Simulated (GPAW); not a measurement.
Input of a GPAW 26.7.0 run:

The input run.py:

```python
from ase.dft.bandgap import bandgap
from ase.io import read, write
from ase.units import Bohr, GPa
from gpaw import GPAW, PW
from gpaw.elf import elf_from_dft_calculation

atoms = read('Ni.xyz')
atoms.set_initial_magnetic_moments([1.0])

calc = GPAW(mode=PW(600),
            xc='LDA',
            kpts={'size': (13, 13, 13), 'gamma': True},
            occupations={'name': 'methfessel-paxton', 'order': 0, 'width': 0.02},
            nbands=17,
            convergence={'density': 1e-05, 'energy': 1e-05},
            maxiter=150,
            txt='gpaw.txt')
atoms.calc = calc
energy = atoms.get_potential_energy()
forces = atoms.get_forces()
stress = atoms.get_stress()
calc.write('gs.gpw')
write('result.traj', atoms)
print(f'Energy: {energy:.6f} eV')
print('Forces (eV/A):')
print(forces.round(4))
print('Stress (GPa):', (stress / GPa).round(3))
print('Moments:', calc.get_magnetic_moments().round(3))
print('Fermi level:', round(calc.get_fermi_level(), 4), 'eV')
print(f'Gap: {bandgap(calc)[0]:.4f} eV, direct: {bandgap(calc, direct=True)[0]:.4f} eV')

# fields on the real-space grid
write('density.cube', atoms, data=calc.get_pseudo_density() * Bohr**3)
write('potential.cube', atoms, data=calc.get_electrostatic_potential())
write('spin.cube', atoms, data=(calc.get_pseudo_density(spin=0) - calc.get_pseudo_density(spin=1)) * Bohr**3)
write('elf.cube', atoms, data=elf_from_dft_calculation(calc).data)
```

Ni.xyz

```xyz
1
Lattice="0.0000000000 1.7375729330 1.7375729330 1.7375729330 0.0000000000 1.7375729330 1.7375729330 1.7375729330 0.0000000000" Properties=species:S:1:pos:R:3 pbc="T T T"
Ni     0.0000000000      0.0000000000      0.0000000000
```

Potentials or basis: the program's PAW data sets (release 1.2.1) made for this functional, pw.

Run with:

```bash
$ OMP_NUM_THREADS=1 python run.py
```

Question: Predict the band gap on the k mesh.

Answer: None (metal or under the smearing width).

Question: What does it give for the site moments?

Answer: Ni +0.64 μB.

Caveat: the stock nickel data set gives pressures a few GPa off other programs.
